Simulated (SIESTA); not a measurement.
## AlPt under changes of volume

One of the cells (15.069 Å³/atom); the others are scaled copies at fixed shape and fractional positions:

```xyz
2
Lattice="3.1120 0.0000 0.0000 0.0000 3.1120 0.0000 0.0000 0.0000 3.1120" Properties=species:S:1:pos:R:3 pbc="T T T"
Pt    1.5560    1.5560    1.5560
Al    0.0000    0.0000    0.0000
```

Measurements of this composition are mostly on another form, of space group No. 198.

```yaml
Program: SIESTA 5.4.2
Functional: PBEsol
Potentials_or_basis: PseudoDojo 0.4 standard (PBEsol files)
Basis: DZP (energy shift 0.003 Ry; two zetas on semicore shells)
Grid_cutoff: 800 Ry
Energy_shift: 0.003 Ry
k_mesh: 9 × 9 × 9
Occupations: fermi-dirac, width 0.05 eV
Spin: no spin polarisation
```

```csv
volume (Å³/atom),energy over the lowest point (meV/atom),pressure (GPa)
13.888,?,?
14.183,0.30,2.4
14.478,0.00,-1.9
15.069,21.06,-9.1
15.365,40.68,-12.0
15.660,65.41,-14.7
```

Q: What does the run at 13.888 Å³/atom give?

A: Energy over the lowest point 8.87 meV/atom; pressure 7.0 GPa.

Worked out: A Birch-Murnaghan fit of order 3 (a polynomial in V^(-2/3)) to the other rows has its minimum at 14.34 Å³/atom with B0 = V·E''(V) = 209 GPa and B' = 5.2. It gives 9.08 meV/atom at 13.888 Å³/atom, against the run's 8.87, and -dE/dV = 7.3 GPa, against 7.0.

Energies are extrapolated to zero smearing.

Caveats: short orbitals over semicore shells can move pressures by several GPa; the basis of atomic orbitals isn't converged, which shifts pressures, moduli and gaps.
